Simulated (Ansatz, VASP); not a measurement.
## Two plane-wave programs on GdN

```xyz
2
Lattice="0.0000 2.4995 2.4995 2.4995 0.0000 2.4995 2.4995 2.4995 0.0000" Properties=species:S:1:pos:R:3 pbc="T T T"
Gd    0.0000    0.0000    0.0000
N     2.4995    2.4995    2.4995
```

Alike in both runs: task single point; functional PBE; k mesh 5 × 5 × 5; occupations gaussian, width 0.05 eV; collinear spin; Hubbard terms Gd f U = 6.0 eV.

```csv
,VASP,Ansatz
version,VASP 6.6.1,Ansatz 0.2.0
potentials or method,"VASP PAW PBE potentials, release 64 (Gd, N)","scalar-relativistic, plane waves, PAW"
plane-wave cutoff (eV),520,420
valence electrons in the cell,23,23
```

Ansatz gave:

- gap on the k mesh at the Fermi level (eV): none
- pressure (GPa): 0.4
- net moment per atom (μB): 3.50
- size of the moment on the site where the two differ most (μB): 6.94

Which values does VASP return?

gap on the k mesh at the Fermi level (eV): none; pressure (GPa): 0.8; net moment per atom (μB): 3.50; size of the moment on the site where the two differ most (μB): 6.87.

Site moments also hang on the region over which each program counts them. The programs project onto different local orbitals, so the same U acts differently. A gap of «none» marks a metal or a gap that the smearing closes. Ansatz warned: «filled_band_counts_differ_across_k_points».

Caveats: the k mesh is coarse (spacing up to 0.44 Å⁻¹), so the values aren't converged; spin-orbit coupling is left out, which moves the levels of the heavy elements; a cell with one magnetic atom can't hold antiferromagnetic order, which such compounds often take. The state reached can hang on the start; a lower one may exist.
